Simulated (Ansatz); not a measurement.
Runs of Ansatz 0.2.0 on MnO. The structure is cubic, space group Fm-3m (No. 225). The conventional cell has a = 4.444 Å, b = 4.444 Å, c = 4.444 Å, α = 90.00°, β = 90.00°, γ = 90.00°. Mn (site symmetry m-3m) is surrounded by 6 O at 2.22 Å. Around O (site symmetry m-3m) lie 6 Mn at 2.22 Å. 

```tsv
level	share of exact exchange	mesh quality	gap on the mesh (eV)	pressure (GPa)	moment (μB)
HSE06 form with a typed share of exact exchange	0	coarse	none	-1.1	(b)
HSE06 form with a typed share of exact exchange	0.1	coarse	none	3.4	5.00
HSE06 form with a typed share of exact exchange	0.15	not flagged	(a)	2.7	5.00
HSE06 form with a typed share of exact exchange	0.5	not flagged	3.37	(c)	5.00
HSE06	0.25	not flagged	1.24	1.2	5.00
HSE06 form with a typed share of exact exchange	0.35	not flagged	2.09	-0.2	5.00
```

Alike in all rows: task single point; potentials or basis Ansatz PAW; spin collinear, ferromagnetic start; cell as given; k mesh 6 × 6 × 6; cutoff (eV) 420; smearing fermi-dirac 0.05 eV.

Task: Fill in the values left out.

Result: (a) 0.41; (b) 4.72; (c) -2.3.

Caveats: some runs use coarse meshes; the magnetic or orbital state may not be the lowest; a cell with one magnetic atom can't hold antiferromagnetic order, which such compounds often take; the PAW data sets come from PBE, with cores solved anew for the run's functional, which leaves a small shift of forces and pressure (some runs); the thresholds are loose for stress (some runs); the PAW data sets were made with another functional, which shifts forces and pressure a little (some runs).

A k mesh can miss the band edges.

A gap of «none» marks a metal or a gap under the smearing width.
